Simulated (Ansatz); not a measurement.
The parent structure is LaAlO$_{3}$ in the cubic perovskite structure (space group Pm-3m, No. 221; a = 3.7864 Å).

Level of theory: Kohn–Sham DFT with the r2SCAN functional, run in Ansatz (a quantum-chemistry and plane-wave program) with PAW and 500 eV plane waves, no SOC, earlier PAW set.

Before the change:

Band gap: 4.02 eV
Width of the top valence band: 1.11 eV
Gap character: indirect, R → Γ

It is then changed as follows: cell and atoms relaxed at a pressure of 100 GPa.

Task: How does this affect the hole mass, band gap, width of the top valence band and gap character?

Result: The hole mass (degenerate bands, along [100]) amounts to 0.52, 1.0, 1.0 mₑ (at Γ); the band gap grows by 0.215 eV to 4.24 eV; the width of the top valence band goes up by 0.59 eV, from 1.11 eV to 1.70 eV; the gap character changes from indirect, R → Γ to direct at Γ.

Load acts through the strain it causes; cell and atoms are relaxed under it. Masses are band curvatures over ±0.01 Å⁻¹ around the edge. Stability against distortions was not tested. No other phases were tried under pressure. Many cubic perovskites are stable only at high temperature; tilts and polar distortions were not tested.
